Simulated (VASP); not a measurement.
Input and output of a VASP r²SCAN single-point calculation on ZnSe (strained zincblende)

INCAR

```
NBANDS = 16
ALGO = Normal
SIGMA = 0.01
PREC = Accurate
ENCUT = 520
ISIF = 2
LCHARG = .FALSE.
NELM = 120
LREAL = .FALSE.
LWAVE = .FALSE.
IBRION = -1
ISMEAR = 0
EDIFF = 1E-7
LASPH = .TRUE.
METAGGA = R2SCAN
NSW = 0
```

KPOINTS

```
KPOINTS created by Atomic Simulation Environment
0
Gamma
8 8 8
0 0 0
```

KPOINTS_OPT

```
special points
6
Reciprocal
0.0000000000 0.0000000000 0.0000000000 1
-0.5000000000 -0.5000000000 0.0000000000 1
-0.3750000000 -0.3750000000 0.2500000000 1
-0.3750000000 0.0000000000 0.3750000000 1
0.0000000000 0.0000000000 0.5000000000 1
-0.5000000000 -0.2500000000 0.2500000000 1
```

POSCAR

```
Zn Se
 1.0000000000000000
     0.0000000000000000    2.8324206844000002    2.9457175117999999
     2.8324206844000002    0.0000000000000000    2.9457175117999999
     2.8324206844000002    2.8324206844000002    0.0000000000000000
 Zn  Se
   1   1
Cartesian
  0.0000000000000000  0.0000000000000000  0.0000000000000000
  1.4162103422000001  1.4162103422000001  1.4728587558999999
```

VASP ran with the recommended PBE PAW datasets (18 valence electrons in the cell).

Command

```
mpirun -np 1 vasp_std
```

From OUTCAR

```
k-points           NKPTS =     59   k-points in BZ     NKDIM =     59   number of bands    NBANDS=     16

   NELECT =      18.0000    total number of electrons

   dimension x,y,z NGX =    30 NGY =   30 NGZ =   30
   dimension x,y,z NGXF=    60 NGYF=   60 NGZF=   60

  energy-cutoff  :      520.00
  volume of cell :       47.26
      direct lattice vectors                 reciprocal lattice vectors
     0.000000000  2.832420684  2.945717512    -0.176527450  0.176527450  0.169737932
     2.832420684  0.000000000  2.945717512     0.176527450 -0.176527450  0.169737932
     2.832420684  2.832420684  0.000000000     0.176527450  0.176527450 -0.169737932

 k-points in reciprocal lattice and weights: KPOINTS created by Atomic Simulation Env
   0.00000000  0.00000000  0.00000000       0.002
   0.12500000  0.00000000  0.00000000       0.016
   0.25000000  0.00000000  0.00000000       0.016
   0.37500000  0.00000000  0.00000000       0.016
   0.50000000  0.00000000  0.00000000       0.008
   0.12500000  0.12500000  0.00000000       0.004
   0.25000000  0.12500000  0.00000000       0.016
   0.37500000  0.12500000  0.00000000       0.016
   ...

 E-fermi :   1.1666

 k-point     1 :       0.0000    0.0000    0.0000
  band No.  band energies     occupation
      1     -12.4866      2.00000
      2      -5.5971      2.00000
      3      -5.5799      2.00000
      4      -5.5799      2.00000
      5      -5.2178      2.00000
      6      -5.2152      2.00000
      7       0.8754      2.00000
      8       1.0305      2.00000
      9       1.0305      2.00000
     10       2.6772      0.00000
     11       7.3074      0.00000
     12       7.3075      0.00000
     13       7.3336      0.00000
     14      11.3948      0.00000
     15      12.5428      0.00000
     16      13.2865      0.00000

 k-point     2 :       0.1250    0.0000    0.0000
  band No.  band energies     occupation
      1     -12.3897      2.00000
      2      -5.5838      2.00000
      3      -5.5673      2.00000
      4      -5.5642      2.00000
      5      -5.2180      2.00000
      6      -5.2172      2.00000
      7      -0.2490      2.00000
      8       0.7764      2.00000
      9       0.8996      2.00000
     10       3.6078      0.00000
     11       7.1861      0.00000
     12       7.5658      0.00000
     13       7.5846      0.00000
     14      11.8344      0.00000
     15      12.3315      0.00000
     16      12.4239      0.00000

 k-point     3 :       0.2500    0.0000    0.0000
  band No.  band energies     occupation
      1     -12.1395      2.00000
      2      -5.5465      2.00000
      3      -5.5287      2.00000
      4      -5.5073      2.00000
      5      -5.2182      2.00000
      6      -5.2140      2.00000
      7      -1.9548      2.00000
      8       0.4427      2.00000
      9       0.6158      2.00000
     10       4.1358      0.00000
     11       7.7312      0.00000
     12       7.9937      0.00000
     13       8.0813      0.00000
     14      11.7475      0.00000
     15      12.0339      0.00000
     16      12.3412      0.00000

 k-point     4 :       0.3750    0.0000    0.0000
  band No.  band energies     occupation
      1     -11.8607      2.00000
      2      -5.5184      2.00000
      3      -5.4985      2.00000
      4      -5.3140      2.00000
      5      -5.2124      2.00000
      6      -5.2007      2.00000
      7      -3.3763      2.00000
      8       0.1503      2.00000
      9       0.3656      2.00000
     10       4.0263      0.00000
     11       7.7996      0.00000
     12       8.0655      0.00000
     13       9.3967      0.00000
     14      11.9144      0.00000
     15      13.0083      0.00000
     16      13.1895      0.00000

 k-point     5 :       0.5000    0.0000    0.0000
  band No.  band energies     occupation
      1     -11.7349      2.00000
      2      -5.5094      2.00000
      3      -5.4881      2.00000
      4      -5.2073      2.00000
      5      -5.1960      2.00000
      6      -5.0753      2.00000
      7      -4.0699      2.00000
      8       0.0378      2.00000
      9       0.2694      2.00000
     10       3.9396      0.00000
     11       7.7268      0.00000
     12       8.0100      0.00000
     13       9.9434      0.00000
     14      12.4558      0.00000
     15      14.4761      0.00000
     16      14.7390      0.00000

 k-point     6 :       0.1250    0.1250    0.0000
  band No.  band energies     occupation
      1     -12.3635      2.00000
      2      -5.5974      2.00000
      3      -5.5505      2.00000
      4      -5.5505      2.00000
      5      -5.2286      2.00000
      6      -5.2095      2.00000
      7      -0.3332      2.00000
      8       0.6500      2.00000
      9       0.6501      2.00000
     10       3.9850      0.00000
     11       6.6247      0.00000
     12       7.9603      0.00000
     13       7.9605      0.00000
     14      10.5882      0.00000
     15      12.6115      0.00000
     16      13.4982      0.00000

 k-point     7 :       0.2500    0.1250    0.0000
  band No.  band energies     occupation
      1     -12.1683      2.00000
      2      -5.5725      2.00000
      3      -5.5138      2.00000
      4      -5.5091      2.00000
      5      -5.2335      2.00000
      6      -5.2055      2.00000
      7      -1.5588      2.00000
      8       0.2620      2.00000
      9       0.3069      2.00000
     10       4.7611      0.00000
     11       6.5598      0.00000
     12       8.2707      0.00000
     13       8.5730      0.00000
     14      10.4163      0.00000
     15      13.2155      0.00000
     16      13.6278      0.00000

 k-point     8 :       0.3750    0.1250    0.0000
  band No.  band energies     occupation
      1     -11.8957      2.00000
      2      -5.5239      2.00000
      3      -5.4798      2.00000
      4      -5.3877      2.00000
      5      -5.2181      2.00000
      6      -5.2023      2.00000
      7      -2.9238      2.00000
      8      -0.2267      2.00000
      9       0.0734      2.00000
     10       4.8462      0.00000
     11       7.1511      0.00000
     12       8.6395      0.00000
     13       8.7518      0.00000
     14      11.7377      0.00000
     15      13.2359      0.00000
     16      13.7680      0.00000

 k-point     9 :       0.5000    0.1250    0.0000
  band No.  band energies     occupation
      1     -11.7074      2.00000
      2      -5.5043      2.00000
      3      -5.4669      2.00000
      4      -5.2257      2.00000
      5      -5.2049      2.00000
      6      -5.0974      2.00000
      7      -3.8636      2.00000
      8      -0.5982      2.00000
      9       0.0545      2.00000
     10       4.7552      0.00000
     11       7.2368      0.00000
     12       8.5391      0.00000
     13       9.8895      0.00000
     14      12.5708      0.00000
     15      13.8757      0.00000
     16      14.5377      0.00000

 k-point    10 :      -0.3750    0.1250    0.0000
  band No.  band energies     occupation
      1     -11.7417      2.00000
      2      -5.5030      2.00000
      3      -5.4773      2.00000
      4      -5.2517      2.00000
      5      -5.2185      2.00000
      6      -5.1381      2.00000
      7      -3.6463      2.00000
      8      -0.7093      2.00000
      9       0.2544      2.00000
     10       4.7764      0.00000
     11       7.4693      0.00000
     12       8.3505      0.00000
     13       9.4850      0.00000
     14      12.6172      0.00000
     15      12.7128      0.00000
     16      14.8101      0.00000

 k-point    11 :      -0.2500    0.1250    0.0000
  band No.  band energies     occupation
      1     -11.9715      2.00000
      2      -5.5212      2.00000
      3      -5.5081      2.00000
      4      -5.4490      2.00000
      5      -5.2296      2.00000
      6      -5.1895      2.00000
      7      -2.5034      2.00000
      8      -0.4984      2.00000
      9       0.5835      2.00000
     10       4.8476      0.00000
     11       7.4993      0.00000
     12       8.1530      0.00000
     13       8.3366      0.00000
     14      11.3188      0.00000
     15      12.8281      0.00000
     16      13.8528      0.00000

 k-point    12 :      -0.1250    0.1250    0.0000
  band No.  band energies     occupation
      1     -12.2362      2.00000
      2      -5.5632      2.00000
      3      -5.5455      2.00000
      4      -5.5378      2.00000
      5      -5.2269      2.00000
      6      -5.2066      2.00000
      7      -1.1554      2.00000
      8       0.0666      2.00000
      9       0.8658      2.00000
     10       4.4163      0.00000
     11       6.8660      0.00000
     12       7.7362      0.00000
     13       8.3078      0.00000
     14      11.3644      0.00000
     15      12.2769      0.00000
     16      13.3606      0.00000

 ...

  Total       -0.5164667     -0.5164667     -0.9784696      0.0000000     -0.0000000      0.0000000
  in kB      -17.5071857    -17.5071857    -33.1681541      0.0000000     -0.0000000      0.0000000
  external PRESSURE =     -22.7275085 kB  Pullay stress =       0.0000000 kB

 POSITION                                       TOTAL-FORCE (eV/Angst)
 -----------------------------------------------------------------------------------
      0.00000      0.00000      0.00000        -0.000000     -0.000000      0.000000
      1.41621      1.41621      1.47286         0.000000      0.000000     -0.000000
 -----------------------------------------------------------------------------------
    total drift:                                0.000029      0.000029     -0.000010

  FREE ENERGIE OF THE ION-ELECTRON SYSTEM (eV)
  ---------------------------------------------------
  free  energy   TOTEN  =       -24.8901540155 eV

  energy  without entropy=      -24.8901540155  energy(sigma->0) =      -24.89015402
```

```yaml
gap_between_bands_v_and_c: 1.65 eV
least_direct_gap: 1.65 eV
pressure: -2.3 GPa
```

Band v is the last that the valence electrons fill when counted band by band, and c is the next.

The run took about 2.6 min on one core of a shared host (Intel Xeon Platinum 8488C) and held 0.21 GiB at most.
